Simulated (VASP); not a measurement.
Input of a VASP 6.6.1 run:

The input INCAR:

```
ALGO = Fast
EDIFF = 1E-6
ENCUT = 500
GGA = PE
ISIF = 2
ISMEAR = 0
LASPH = T
LCHARG = F
LREAL = F
LWAVE = F
NBANDS = 19
NELM = 100
PREC = Accurate
SIGMA = 0.02
```

File KPOINTS:

```
k-points
0
Gamma
  4 4 4
```

Contents of POSCAR:

```
BaF2
1.0
    0.0000000000      3.1000500000      3.1000500000
    3.1000500000      0.0000000000      3.1000500000
    3.1000500000      3.1000500000      0.0000000000
Ba F
1 2
Direct
    0.0000000000      0.0000000000      0.0000000000
    0.7500000000      0.7500000000      0.7500000000
    0.2500000000      0.2500000000      0.2500000000
```

Potentials or basis: VASP PAW PBE potentials, release 64 (Ba_sv_GW, F_GW).

Launch:

```console
$ cat potpaw_PBE.64/Ba_sv_GW/POTCAR potpaw_PBE.64/F_GW/POTCAR > POTCAR
$ mpirun -np 1 vasp_std > vasp.out
```

(1) What does it give for the band gap on the k mesh?

## Answers

(1) 6.83 eV, indirect (least direct gap 6.92 eV).

Caveat: the k mesh is coarse (spacing up to 0.44 Å⁻¹), so the values aren't converged; spin-orbit coupling is left out, which moves the levels of the heavy elements.
